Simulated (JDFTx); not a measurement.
# Cr (P-1) in JDFTx: convergence with cutoff

Aim: find how far cutoff must go before the results for Cr settle, at RPBE. This setting moves, with any that are tied to it; all else stays.

Program: JDFTx 1.7.0 (patched build). These are calculated values, not measurements. Logs are shortened: lines on timing, memory, paths and dates and some standing lists are left out, and cuts for length are marked. The log counts tension as positive stress, the text compression.

## (1) The cell of the first run

The typed cell holds 1 atom: a = 2.527 Å, b = 2.633 Å, c = 2.538 Å, α = 108.65°, β = 108.61°, γ = 110.61°.

The cell isn't the ideal one: cell strained at random at fixed volume.

## (2) With cutoff 517.016 eV

Input file Cr.in:

```
lattice \
   -2.7979738535     2.9273199376     2.7720827159 \
    2.7829354130    -2.8278258571     2.8019347195 \
    2.6886116233     2.8628462617    -2.7335001776
coords-type Cartesian
ion Cr    -0.0971902487    -0.0330711329     0.0671182218 1

ion-species pseudo/Cr.upf
elec-cutoff 19
elec-ex-corr gga-x-rpbe gga-c-pbe
kpoint-folding 6 6 6
elec-smearing Fermi 0.0018374661
elec-n-bands 14
spintype z-spin
initial-magnetic-moments Cr 3
elec-initial-magnetization 3 no
electronic-SCF nIterations 100 energyDiffThreshold 1e-09
electronic-minimize nIterations 30 energyDiffThreshold 1e-7
converge-empty-states yes
forces-output-coords Cartesian

dump-name run.$VAR
dump End Ecomponents EigStats BandEigs Kpoints Forces Stress
```

Potentials or basis: PseudoDojo-SR-PBE-0.5-standard with smoothed tails.

The run is started by

```sh
$ jdftx -c 1 -i Cr.in -o Cr.out
```

It took 25 s on 1 thread of Arm Neoverse V1, shared host; peak memory 0.07 GiB.

Results:

```
Free energy            : -2336.1443 eV
Pressure               : -542.9 GPa
Band gap on the k mesh : none (metal or under the smearing width)
Net moment             : 0.00 μB per cell
Absolute moment        : 0.00 μB per cell
```

## (3) With cutoff 653.073 eV

Cr.in: that of step 2 with these lines changed.

```diff
@@ -8,3 +8,3 @@
 ion-species pseudo/Cr.upf
-elec-cutoff 19
+elec-cutoff 24
 elec-ex-corr gga-x-rpbe gga-c-pbe
```

Potentials or basis: PseudoDojo-SR-PBE-0.5-standard with smoothed tails.

The run is started by

```sh
$ jdftx -c 1 -i Cr.in -o Cr.out
```

It took 66 s on 1 thread of Arm Neoverse V1, shared host; peak memory 0.09 GiB.

Results:

| Property | Result |
| --- | --- |
| Free energy | -2346.4471 eV |
| Pressure | -257.7 GPa |
| Band gap on the k mesh | none (metal or under the smearing width) |
| Net moment | 0.00 μB per cell |
| Absolute moment | 0.00 μB per cell |

## (4) With cutoff 761.919 eV

Cr.in: that of step 3 with these lines changed.

```diff
@@ -8,3 +8,3 @@
 ion-species pseudo/Cr.upf
-elec-cutoff 24
+elec-cutoff 28
 elec-ex-corr gga-x-rpbe gga-c-pbe
```

The run is started by

```sh
$ jdftx -c 1 -i Cr.in -o Cr.out
```

Run time: 69 s. Hardware: 1 thread of Arm Neoverse V1, shared host; peak memory 0.1 GiB.

What came out:

| Property | Result |
| --- | --- |
| Free energy | -2349.5238 eV |
| Pressure | -127.8 GPa |
| Band gap on the k mesh | none (metal or under the smearing width) |
| Net moment | 0.00 μB per cell |
| Absolute moment | 0.00 μB per cell |

## (5) With cutoff 897.976 eV

Cr.in: that of step 4 with these lines changed.

```diff
@@ -8,3 +8,3 @@
 ion-species pseudo/Cr.upf
-elec-cutoff 28
+elec-cutoff 33
 elec-ex-corr gga-x-rpbe gga-c-pbe
```

The run is started by

```sh
$ jdftx -c 1 -i Cr.in -o Cr.out
```

Wall time 1.9 min (1 thread of Arm Neoverse V1, shared host); peak memory 0.12 GiB.

Results:

```yaml
Free_energy: -2350.7516 eV
Pressure: -50.2 GPa
Band_gap_on_the_k_mesh: none (metal or under the smearing width)
Net_moment: 0.00 μB per cell
Absolute_moment: 0.00 μB per cell
```

## (6) With cutoff 1034.03 eV

Cr.in: that of step 5 with these lines changed.

```diff
@@ -8,3 +8,3 @@
 ion-species pseudo/Cr.upf
-elec-cutoff 33
+elec-cutoff 38
 elec-ex-corr gga-x-rpbe gga-c-pbe
```

Potentials or basis: PseudoDojo-SR-PBE-0.5-standard with smoothed tails.

The run is started by

```sh
$ jdftx -c 1 -i Cr.in -o Cr.out
```

It took 2 min on 1 thread of Arm Neoverse V1, shared host; peak memory 0.14 GiB.

Results:

```yaml
Free_energy: -2351.0075 eV
Pressure: -26.0 GPa
Band_gap_on_the_k_mesh: none (metal or under the smearing width)
Net_moment: 0.00 μB per cell
Absolute_moment: 0.00 μB per cell
```

## (7) With cutoff 1142.88 eV

Cr.in: that of step 6 with these lines changed.

```diff
@@ -8,3 +8,3 @@
 ion-species pseudo/Cr.upf
-elec-cutoff 38
+elec-cutoff 42
 elec-ex-corr gga-x-rpbe gga-c-pbe
```

The run is started by

```sh
$ jdftx -c 1 -i Cr.in -o Cr.out
```

Wall time 2 min (1 thread of Arm Neoverse V1, shared host); peak memory 0.16 GiB.

It converged, with:

- Free energy: -2351.0376 eV
- Pressure: -21.7 GPa
- Band gap on the k mesh: none (metal or under the smearing width)
- Net moment: 0.00 μB per cell
- Absolute moment: 0.00 μB per cell

## (8) With cutoff 1278.93 eV

Cr.in: that of step 7 with these lines changed.

```diff
@@ -8,3 +8,3 @@
 ion-species pseudo/Cr.upf
-elec-cutoff 42
+elec-cutoff 47
 elec-ex-corr gga-x-rpbe gga-c-pbe
```

The run is started by

```sh
$ jdftx -c 1 -i Cr.in -o Cr.out
```

Wall time 1.9 min (1 thread of Arm Neoverse V1, shared host); peak memory 0.19 GiB.

The run converged. Its results:

```yaml
Free_energy: -2351.0422 eV
Pressure: -20.8 GPa
Band_gap_on_the_k_mesh: none (metal or under the smearing width)
Net_moment: 0.00 μB per cell
Absolute_moment: 0.00 μB per cell
```

## (9) With cutoff 1469.41 eV

Cr.in: that of step 8 with these lines changed.

```diff
@@ -8,3 +8,3 @@
 ion-species pseudo/Cr.upf
-elec-cutoff 47
+elec-cutoff 54
 elec-ex-corr gga-x-rpbe gga-c-pbe
```

Potentials or basis: PseudoDojo-SR-PBE-0.5-standard with smoothed tails.

The run is started by

```sh
$ jdftx -c 1 -i Cr.in -o Cr.out
```

It took 2.4 min on 1 thread of Arm Neoverse V1, shared host; peak memory 0.22 GiB.

Results (log left out):

```yaml
Free_energy: -2351.0429 eV
Pressure: -20.8 GPa
Band_gap_on_the_k_mesh: none (metal or under the smearing width)
Net_moment: 0.00 μB per cell
Absolute_moment: 0.00 μB per cell
```

## (10) With cutoff 1714.32 eV

Cr.in: that of step 9 with these lines changed.

```diff
@@ -8,3 +8,3 @@
 ion-species pseudo/Cr.upf
-elec-cutoff 54
+elec-cutoff 63
 elec-ex-corr gga-x-rpbe gga-c-pbe
```

Potentials or basis: PseudoDojo-SR-PBE-0.5-standard with smoothed tails.

The run is started by

```sh
$ jdftx -c 1 -i Cr.in -o Cr.out
```

Standard output:

```text
*************** JDFTx 1.7.0 (patched build) ***************

Input parsed successfully to the following command list (including defaults):
[... the input with its defaults ...]

---------- Setting up symmetries ----------

Non-trivial transmission matrix:
[   1   1   0  ]
[   0   1   0  ]
[   0   1   1  ]
with reduced lattice vectors:
[     -2.797974      2.901429      2.772083  ]
[      2.782935      2.757044      2.801935  ]
[      2.688612      2.817958     -2.733500  ]

Found 2 point-group symmetries of the bravais lattice
Found 2 space-group symmetries with basis
Applied RMS atom displacement 0 bohrs to make symmetries exact.

---------- Initializing the Grid ----------
R =
[     -2.79797      2.92732      2.77208  ]
[      2.78294     -2.82783      2.80193  ]
[      2.68861      2.86285      -2.7335  ]
unit cell volume = 88.2985
G =
[ -0.0207531    1.13412    1.14146  ]
[    1.07737  0.0138907    1.10682  ]
[    1.10794    1.13004 -0.0166767  ]
Minimum fftbox size, Smin = [  36  36  36  ]
Chosen fftbox size, S = [  36  36  36  ]

---------- Exchange Correlation functional ----------
Initialized LibXC exchange functional 'Hammer, Hansen, and Norskov'
Initialized LibXC correlation functional 'Perdew, Burke & Ernzerhof'

---------- Setting up pseudopotentials ----------
Width of ionic core gaussian charges (only for fluid interactions / plotting) set to 0

Reading pseudopotential file 'pseudo/Cr.upf':
  'Cr' pseudopotential, 'PBE' functional
  Generated using ONCVPSP code by D. R. Hamann
  14 valence electrons, 4 orbitals, 6 projectors, 1001 radial grid points, with lMax = 2
    3S    l: 0   occupation:  2.0   eigenvalue: -2.719139
    3P    l: 1   occupation:  6.0   eigenvalue: -1.670009
    3D    l: 2   occupation:  5.0   eigenvalue: -0.107060
[... 39 lines left out ...]
	FillingsUpdate:  mu: +0.625143594  nElectrons: 14.000000  magneticMoment: [ Abs: 0.00343  Tot: +0.00117 ]
	FillingsUpdate:  mu: +0.623235347  nElectrons: 14.000000  magneticMoment: [ Abs: 0.00343  Tot: +0.00117 ]
SCF: Cycle:  0   F: -86.397992437290071   dF: -9.139e-03   |Residual|: 4.957e-02   |deigs|: 5.005e-01
	FillingsUpdate:  mu: +0.632718015  nElectrons: 14.000000  magneticMoment: [ Abs: 0.00090  Tot: +0.00040 ]
SCF: Cycle:  1   F: -86.399186876353198   dF: -1.194e-03   |Residual|: 1.362e-02   |deigs|: 1.703e-02
	FillingsUpdate:  mu: +0.630820689  nElectrons: 14.000000  magneticMoment: [ Abs: 0.00030  Tot: +0.00017 ]
SCF: Cycle:  2   F: -86.399223472302779   dF: -3.660e-05   |Residual|: 6.719e-03   |deigs|: 3.239e-03
	FillingsUpdate:  mu: +0.630528004  nElectrons: 14.000000  magneticMoment: [ Abs: 0.00014  Tot: -0.00001 ]
SCF: Cycle:  3   F: -86.399225880509405   dF: -2.408e-06   |Residual|: 8.523e-04   |deigs|: 8.172e-04
	FillingsUpdate:  mu: +0.630464356  nElectrons: 14.000000  magneticMoment: [ Abs: 0.00018  Tot: -0.00000 ]
SCF: Cycle:  4   F: -86.399226005068513   dF: -1.246e-07   |Residual|: 3.094e-04   |deigs|: 4.320e-04
	FillingsUpdate:  mu: +0.630497437  nElectrons: 14.000000  magneticMoment: [ Abs: 0.00006  Tot: +0.00001 ]
SCF: Cycle:  5   F: -86.399226052243804   dF: -4.718e-08   |Residual|: 2.744e-05   |deigs|: 2.991e-04
	FillingsUpdate:  mu: +0.630499433  nElectrons: 14.000000  magneticMoment: [ Abs: 0.00001  Tot: +0.00000 ]
SCF: Cycle:  6   F: -86.399226055157925   dF: -2.914e-09   |Residual|: 2.452e-05   |deigs|: 1.771e-04
	FillingsUpdate:  mu: +0.630497569  nElectrons: 14.000000  magneticMoment: [ Abs: 0.00001  Tot: +0.00000 ]
SCF: Cycle:  7   F: -86.399226055782606   dF: -6.247e-10   |Residual|: 7.160e-06   |deigs|: 1.293e-04
	FillingsUpdate:  mu: +0.630496574  nElectrons: 14.000000  magneticMoment: [ Abs: 0.00000  Tot: +0.00000 ]
SCF: Cycle:  8   F: -86.399226055898481   dF: -1.159e-10   |Residual|: 3.892e-06   |deigs|: 1.018e-04
SCF: Converged (|Delta E|<1.000000e-09 for 2 iters).

Setting wave functions to eigenvectors of Hamiltonian
Converging empty states (this may take a while): |deigs|: 7.090e-04

# Stress tensor in Cartesian coordinates [Eh/a0^3]:
[  0.000852024 -1.95689e-05  0.000125649  ]
[ -1.95689e-05  0.000666587 -4.49767e-05  ]
[  0.000125649 -4.49767e-05  0.000597564  ]

# Ionic positions in cartesian coordinates:
ion Cr  -0.097190248700000  -0.033071132900000   0.067118221800000 1

# Forces in Cartesian coordinates:
force Cr   0.000000000000000   0.000000000000000   0.000000000000000 1

# Energy components:
   Eewald =      -63.5520349806773837
       EH =       19.1711703367725406
     Eloc =      -63.4679261440340667
      Enl =       -6.3380254716235687
      Exc =      -13.1643555928486276
 Exc_core =        2.6262882624989610
       KE =       38.3258763344050450
-------------------------------------
     Etot =      -86.3990072555070867
       TS =        0.0002188003913944
-------------------------------------
        F =      -86.3992260558984810

IonicMinimize: Iter:   0  F: -86.399226055898481  |grad|_K:  0.000e+00
IonicMinimize: Converged (|grad|_K<1.000000e-04).

#--- Lowdin population analysis ---
# oxidation-state Cr +0.089
# magnetic-moments Cr +0.000

Dumping 'run.eigStats' ...
	eMin: -2.016207 at state 0 ( [ +0.000000 +0.000000 +0.000000 ] spin 1 )
	HOMO: +0.628539 at state 55 ( [ +0.166667 -0.166667 -0.166667 ] spin 1 )
	mu  : +0.630498
	LUMO: +0.631785 at state 4 ( [ +0.000000 +0.166667 +0.000000 ] spin 1 )
	eMax: +1.689465 at state 33 ( [ +0.166667 +0.333333 +0.166667 ] spin 1 )
	HOMO-LUMO gap: +0.003246
	Optical gap  : +0.026099 at state 162 ( [ +0.166667 -0.166667 +0.000000 ] spin -1 )
Done!
```

Wall time 4 min (1 thread of Arm Neoverse V1, shared host); peak memory 0.27 GiB.

Results:

| Quantity | Value |
| --- | --- |
| Free energy | -2351.0427 eV |
| Pressure | -20.8 GPa |
| Band gap on the k mesh | none (metal or under the smearing width) |
| Net moment | 0.00 μB per cell |
| Absolute moment | 0.00 μB per cell |

## (11) Result

| cutoff | energy less the tightest run, at zero smearing (meV/atom) | pressure (GPa) | SCF cycles | CPU time (s) | peak memory (GiB) |
| --- | --- | --- | --- | --- | --- |
| 517.016 eV | 14899.37 | -542.93 | 9 | 25 | 0.07 |
| 653.073 eV | 4594.92 | -257.69 | 9 | 66 | 0.09 |
| 761.919 eV | 1518.97 | -127.76 | 9 | 69 | 0.1 |
| 897.976 eV | 291.15 | -50.23 | 9 | 110 | 0.12 |
| 1034.03 eV | 35.19 | -25.97 | 9 | 120 | 0.14 |
| 1142.88 eV | 5.08 | -21.67 | 9 | 120 | 0.16 |
| 1278.93 eV | 0.48 | -20.78 | 9 | 120 | 0.19 |
| 1469.41 eV | -0.21 | -20.77 | 9 | 140 | 0.22 |
| 1714.32 eV | 0.00 | -20.75 | 9 | 240 | 0.27 |

Against the tightest run, the energy stays within 1 meV/atom from 1278.93 eV on; the pressure stays within 0.1 GPa from 1278.93 eV on. The tightest run that finished is the yardstick and may itself not be fully converged.

Caveats: all runs use coarse meshes; the starting moments collapsed, and a magnetic state may lie lower; the potentials were made for another functional, which shifts forces and pressure.
